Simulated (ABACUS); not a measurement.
Al: equation of state with rPW86PBE

**What was measured.**

“The interpretation of polycrystalline coherent inelastic neutron scattering from aluminium”, 2013, pmc:3831299 quotes, for a bulk crystal of Al: bulk modulus 76.9 GPa.

Crystal: Al.

```
Al
1.0
     0.00000    2.02481    2.02481
     2.02481    0.00000    2.02481
     2.02481    2.02481    0.00000
Al
1
Direct
  0.00000 0.00000 0.00000
```

```
Program                                       : ABACUS 3.10.1
Task                                          : equation of state
Functional                                    : rPW86PBE
Potentials or basis                           : GBRV ultrasoft 1.5 PBE
Cutoff                                        : 544 eV
Density cutoff                                : 4354 eV
Basis                                         : plane waves
k mesh                                        : 9 × 9 × 9
Occupations                                   : fermi-dirac, width 0.05 eV
Spin                                          : no spin polarisation
Radial cutoff of the potentials (pseudo_rcut) : 10 bohr
SCF threshold on the density                  : 1e-08
Max SCF steps                                 : 100
Eigensolver                                   : dav
Mixing                                        : broyden
Mixing share                                  : 0.7
Symmetry key                                  : 1
Bands                                         : 6
```

| Quantity | Value |
| --- | --- |
| Equilibrium volume | 16.60 Å³/atom |
| Bulk modulus | 77 GPa |
| Pressure derivative of the bulk modulus | 4.1 (rough: it moves with the points fitted) |

Energy against volume, from the lowest point:
| volume (Å³/atom) | energy (meV/atom) |
| --- | --- |
| 15.607 | 14.28 |
| 16.271 | 0.03 |
| 16.935 | 0.00 |
| 17.599 | 11.58 |

All runs of the series together: 7.9 s on 4 threads of Intel(R) Xeon(R) Platinum 8223CL CPU @ 3.00GHz (Skylake/Cascade Lake), with other jobs on the host.

Measured bulk modulus of Al: 76.9 GPa (quoted in “The interpretation of polycrystalline coherent inelastic neutron scattering from aluminium”, 2013, pmc:3831299). This calculation gives 77 GPa (+0.5 %). The fit is for a static lattice scaled at fixed shape and fixed fractional positions.

Caveat: the potentials were made for another functional, which shifts forces and pressure.
